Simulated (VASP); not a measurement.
# Na in VASP: single point with PBE

Aim: the single point of Na with PBE.

Program: VASP 6.6.1. These are calculated values, not measurements. Logs are shortened: lines on timing, memory, paths and dates and some standing lists are left out, and cuts for length are marked.

**1. The structure**

The cell holds a slab with vacuum, 1 atom: a = 3.635 Å, b = 3.635 Å, c = 20.000 Å, α = 90.00°, β = 90.00°, γ = 109.47°.

The slab is cut from a database's or a generator's crystal, which needn't be the stable form of the element.

**2. Single point, PBE**

Input file INCAR:

```
  PREC = Accurate
  ENCUT = 520
  EDIFF = 1E-6
  ISMEAR = -1
  SIGMA = 0.05
  LREAL = False
  LASPH = True
  NELM = 100
  ALGO = Fast
  ISIF = 2
  LWAVE = False
  LCHARG = True
  LDIPOL = True
  IDIPOL = 3
  DIPOL = 0.5 0.5 0.500
  GGA = PE
  LELF = True
  LVHAR = True
  LVACPOTAV = True
  NBANDS = 10
```

Input file KPOINTS:

```
Automatic mesh
0
Gamma
  10 10 1
```

Input file POSCAR:

```
Na
1.0
    3.6348175426      0.0000000000      0.0000000000
   -1.2116058476      3.4269388437      0.0000000000
    0.0000000000      0.0000000000     20.0000000000
Na
1
Direct
    0.0000000000      0.0000000000      0.5000000000
```

Potentials or basis: VASP PAW PBE potentials, release 64 (Na_pv).

On the command line:

```console
$ cat potpaw_PBE.64/Na_pv/POTCAR > POTCAR
$ mpirun -np 1 vasp_std > vasp.out
```

OUTCAR:

```text
PREC = Accurate
   ENCUT = 520
   EDIFF = 1E-6
   ISMEAR = -1
   LREAL = False
   LASPH = True
   NELM = 100
   ISIF = 2
   GGA = PE

 ion  position               nearest neighbor table
   1  0.000  0.000  0.500-

  LATTYP: Found a base centered orthorhombic cell.
 ALAT       =     4.1971257733
 B/A-ratio  =     1.4142135624
 C/A-ratio  =     4.7651657539

  Lattice vectors:

 A1 = (   3.6348175426,   0.0000000000,   0.0000000000)
 A2 = (  -1.2116058476,   3.4269388437,   0.0000000000)
 A3 = (   0.0000000000,   0.0000000000,  20.0000000000)

Analysis of symmetry for initial positions (statically):
=====================================================================
 Subroutine PRICEL returns:
 Original cell was already a primitive cell.

 Routine SETGRP: Setting up the symmetry group for a
 base centered orthorhombic supercell.

 Subroutine GETGRP returns: Found  8 space group operations
 (whereof  8 operations were pure point group operations)
 out of a pool of  8 trial point group operations.

The static configuration has the point symmetry D_2h.

Analysis of symmetry for dynamics (positions and initial velocities):
=====================================================================
 Subroutine PRICEL returns:
 Original cell was already a primitive cell.

 Routine SETGRP: Setting up the symmetry group for a
 base centered orthorhombic supercell.

 Subroutine GETGRP returns: Found  8 space group operations
 (whereof  8 operations were pure point group operations)
 out of a pool of  8 trial point group operations.

The dynamic configuration has the point symmetry D_2h.

 Subroutine INISYM returns: Found  8 space group operations
 (whereof  8 operations are pure point group operations),
 and found     1 'primitive' translations

----------------------------------------------------------------------------------------

                                     Primitive cell

  volume of cell :     249.1259

  direct lattice vectors                    reciprocal lattice vectors
     3.634817543  0.000000000  0.000000000     0.275116973  0.097268539  0.000000000
    -1.211605848  3.426938844  0.000000000     0.000000000  0.291805616  0.000000000
     0.000000000  0.000000000 20.000000000     0.000000000  0.000000000  0.050000000

  length of vectors
     3.634817543  3.634817543 20.000000000     0.291805616  0.291805616  0.050000000

  position of ions in fractional coordinates (direct lattice)
     0.000000000  0.000000000  0.500000000

  ion indices of the primitive-cell ions
   primitive index   ion index
                 1           1

----------------------------------------------------------------------------------------

 KPOINTS: Automatic mesh

Automatic generation of k-mesh.
 Grid dimensions read from file:
 generate k-points for:   10   10    1

 Generating k-lattice:

  Cartesian coordinates                     Fractional coordinates (reciprocal lattice)
     0.027511697  0.009726854  0.000000000     0.100000000  0.000000000  0.000000000
     0.000000000  0.029180562  0.000000000     0.000000000  0.100000000  0.000000000
     0.000000000  0.000000000  0.050000000     0.000000000  0.000000000  1.000000000

  Length of vectors
     0.029180562  0.029180562  0.050000000

  Shift w.r.t. Gamma in fractional coordinates (k-lattice)
     0.000000000  0.000000000  0.000000000

 Subroutine IBZKPT returns following result:
 ===========================================

 Found     31 irreducible k-points:

 Following reciprocal coordinates:
            Coordinates               Weight
  0.000000  0.000000  0.000000      1.000000
  0.100000 -0.000000  0.000000      4.000000
  0.200000 -0.000000  0.000000      4.000000
  0.300000  0.000000  0.000000      4.000000
  0.400000 -0.000000  0.000000      4.000000
  0.500000 -0.000000  0.000000      2.000000
[... 16 lines left out ...]
  0.300000  0.300000  0.000000      2.000000
  0.400000  0.300000  0.000000      4.000000
 [... further k-points ...]
   k-points           NKPTS =     31   k-points in BZ     NKDIM =     31   number of bands    NBANDS=     10
   number of dos      NEDOS =    301   number of ions     NIONS =      1
   total plane-waves  NPLWV = 117600
   dimension x,y,z NGX =    28 NGY =   28 NGZ =  150
   dimension x,y,z NGXF=    56 NGYF=   56 NGZF=  300
   ions per type =               1
   NGX,Y,Z   is equivalent  to a cutoff of  12.81, 12.81, 12.47 a.u.
   NGXF,Y,Z  is equivalent  to a cutoff of  25.61, 25.61, 24.94 a.u.
 SYSTEM =  unknown system
   PREC   = accura    normal or accurate (medium, high low for compatibility)
   ISTART =      0    job   : 0-new  1-cont  2-samecut
   ICHARG =      2    charge: 1-file 2-atom 10-const
   ISPIN  =      1    spin polarized calculation?
   LNONCOLLINEAR =      F non collinear calculations
   LSORBIT =      F    spin-orbit coupling
   LASPH  =      T    aspherical Exc in radial PAW
   ENCUT  =  520.0 eV  38.22 Ry    6.18 a.u.   6.76  6.76 37.19*2*pi/ulx,y,z
   NELM   =    100;   NELMIN=  2; NELMDL= -5     # of ELM steps
   EDIFF  = 0.1E-05   stopping-criterion for ELM
   LREAL  =      F    real-space projection
[... 7 lines left out ...]
   TEBEG  =    0.0;   TEEND  =   0.0 temperature during run
   PSTRESS=    0.0 pullay stress
   NELECT =       7.0000    total number of electrons
   NUPDOWN=      -1.0000    fix difference up-down
   EMIN   =  10.00;   EMAX   =-10.00  energy-range for DOS
   EFERMI =   0.00;   METHOD = LEGACY
   ISMEAR =    -1;   SIGMA  =   0.05  broadening in eV -4-tet -1-fermi 0-gaus
   EFERMI_NEDOS =   21; number of points for ismear=-14 and -15
   IALGO  =     68    algorithm
   IMIX   =      4    mixing-type and parameters
     AMIX     =   0.40;   BMIX     =  1.00
     AMIX_MAG =   1.60;   BMIX_MAG =  1.00
  volume/ion in A,a.u.               =     249.13      1681.18
  Fermi-wavevector in a.u.,A,eV,Ry     =   0.497700  0.940517  3.370238  0.247706
  Thomas-Fermi vector in A             =   1.504312
   LORBIT       =      0    0 simple, 1 ext, 2 COOP (PROOUT), +10 PAW based schemes
   GGA     = PE    functional components
   LHFCALC =     F    Hartree Fock is set to
   AEXX    =    0.0000 exact exchange contribution
   IVDW    =     0    specifies the selected vdW correction
   LEPSILON=     F    determine dielectric tensor
   LRPA    =     F    only Hartree local field effects (RPA)
 non-spin polarized calculation
 RMM-DIIS sequential band-by-band and
  energy-cutoff  :      520.00
  volume of cell :      249.13
 maximum number of plane-waves:      6735
   NGX = 13   NGY = 13   NGZ = 75

 number of electron       7.0000003 magnetization

 dipolmoment           0.000000      0.000000     -0.000000 electrons x Angstroem

 Free energy of the ion-electron system (eV)
  ---------------------------------------------------
  ext. energy  EPLUGINS =         0.00000000
  ---------------------------------------------------
  free energy    TOTEN  =        -1.00567213 eV

  energy without entropy =       -1.00030383  energy(sigma->0) =       -1.00298798

 E-fermi :  -2.3350     XC(G=0):  -1.6762

 val. band max:       -2.3920579384   @ k =  -0.4000   0.2000   0.0000
 cond. band min:      -2.2233038036   @ k =   0.4000  -0.0000   0.0000
 fundamental gap:      0.1687541348
 Fermi energy:        -2.3349738871

 k-point     1 :       0.0000    0.0000    0.0000
  band No.  band energies     occupation
      1     -27.6492      2.00000
      2     -27.6092      2.00000
      3     -27.6066      2.00000
      4      -4.2886      2.00000
      5      -1.5889      0.00000
      6       0.0990      0.00000
      7       0.8146      0.00000
      8       0.8773      0.00000
      9       2.4801      0.00000
     10       2.4871      0.00000

 k-point     2 :       0.1000   -0.0000    0.0000
  band No.  band energies     occupation
      1     -27.6490      2.00000
      2     -27.6111      2.00000
      3     -27.6073      2.00000
      4      -4.1570      2.00000
      5      -1.4644      0.00000
      6       0.2269      0.00000
      7       0.9417      0.00000
      8       1.0051      0.00000
      9       2.6068      0.00000
     10       2.6126      0.00000

 k-point     3 :       0.2000   -0.0000    0.0000
  band No.  band energies     occupation
      1     -27.6483      2.00000
      2     -27.6172      2.00000
      3     -27.6077      2.00000
      4      -3.7639      2.00000
      5      -1.0907      0.00000
      6       0.6094      0.00000
      7       1.3231      0.00000
      8       1.3871      0.00000
      9       2.9688      0.00000
     10       2.9867      0.00000

 k-point     4 :       0.3000    0.0000    0.0000
  band No.  band energies     occupation
      1     -27.6474      2.00000
      2     -27.6250      2.00000
      3     -27.6080      2.00000
      4      -3.1154      2.00000
      5      -0.4675      0.00000
      6       1.2288      0.00000
      7       1.8579      0.00000
      8       1.9588      0.00000
      9       2.0927      0.00000
     10       3.6375      0.00000
[... 222 lines left out ...]
 k-point    22 :      -0.2000    0.2000    0.0000
  band No.  band energies     occupation
      1     -27.6476      2.00000
      2     -27.6198      2.00000
      3     -27.6110      2.00000
      4      -3.5904      2.00000
      5      -0.9249      0.00000
      6       0.7801      0.00000
      7       1.4925      0.00000
      8       1.5581      0.00000
      9       3.1555      0.00000
     10       3.1554      0.00000

 k-point    23 :       0.3000    0.3000    0.0000
  band No.  band energies     occupation
      1     -27.6458      2.00000
      2     -27.6288      2.00000
      3     -27.6196      2.00000
      4      -1.2228      0.00000
      5       0.8935      0.00000
      6       1.4030      0.00000
      7       1.7750      0.00000
      8       3.2221      0.00000
      9       3.8685      0.00000
     10       3.9416      0.00000

 k-point    24 :       0.4000    0.3000    0.0000
  band No.  band energies     occupation
      1     -27.6453      2.00000
      2     -27.6334      2.00000
      3     -27.6192      2.00000
      4      -0.3128      0.00000
      5       0.0712      0.00000
      6       1.7585      0.00000
      7       2.4635      0.00000
      8       2.5915      0.00000
      9       4.2001      0.00000
     10       4.3022      0.00000

 [... further k-points ...]

------------------------ aborting loop because EDIFF is reached ----------------------------------------

  FORCE on cell =-STRESS in cart. coord.  units (eV):
  Direction    XX          YY          ZZ          XY          YZ          ZX
  --------------------------------------------------------------------------------------
  -------------------------------------------------------------------------------------
  Total       -0.1451635     -0.2593324     -0.0009619     -0.1614592      0.0000000      0.0000000
  in kB       -0.9335746     -1.6678167     -0.0061859     -1.0383751      0.0000000      0.0000000
  external PRESSURE =      -0.8691924 kB  Pullay stress =       0.0000000 kB

 VOLUME and BASIS-vectors are now :
 -----------------------------------------------------------------------------
  energy-cutoff  :      520.00
  volume of cell :      249.13
      direct lattice vectors                 reciprocal lattice vectors
     3.634817543  0.000000000  0.000000000     0.275116973  0.097268539  0.000000000
    -1.211605848  3.426938844  0.000000000     0.000000000  0.291805616  0.000000000
     0.000000000  0.000000000 20.000000000     0.000000000  0.000000000  0.050000000

 POSITION                                       TOTAL-FORCE (eV/Angst)
 -----------------------------------------------------------------------------------
      0.00000      0.00000     10.00000         0.000000      0.000000      0.000000
 -----------------------------------------------------------------------------------
    total drift:                               -0.000000     -0.000000     -0.000000

  FREE ENERGIE OF THE ION-ELECTRON SYSTEM (eV)
  ---------------------------------------------------
  free  energy   TOTEN  =        -1.0056721322 eV

  energy  without entropy=       -1.0003038328  energy(sigma->0) =       -1.00298798

 vacuum level on the upper side and lower side of the slab         0.550         0.550
```

Run time: 60 s. Hardware: 1 thread of Intel Xeon Platinum 8488C (Sapphire Rapids), shared host; peak memory 0.33 GiB.

Results:

* Free energy: -1.0057 eV
* Band gap on the k mesh: none (metal or under the smearing width)
* Work function of the upper face: 2.88 eV
* Work function of the lower face: 2.88 eV

Levels at points of the mesh, in eV from the Fermi level:
```
           k point  band 1  band 2  band 3  band 4  band 5  band 6  band 7  band 8
(0.00, 0.00, 0.00)  -25.31  -25.27  -25.27   -1.95    0.75    2.43    3.15    3.21
(0.50, 0.00, 0.00)  -25.31  -25.30  -25.27    1.07    1.46    3.82    3.91    5.62
(0.50, 0.50, 0.00)  -25.31  -25.30  -25.28    1.98    2.63    4.84    4.96    6.20
```
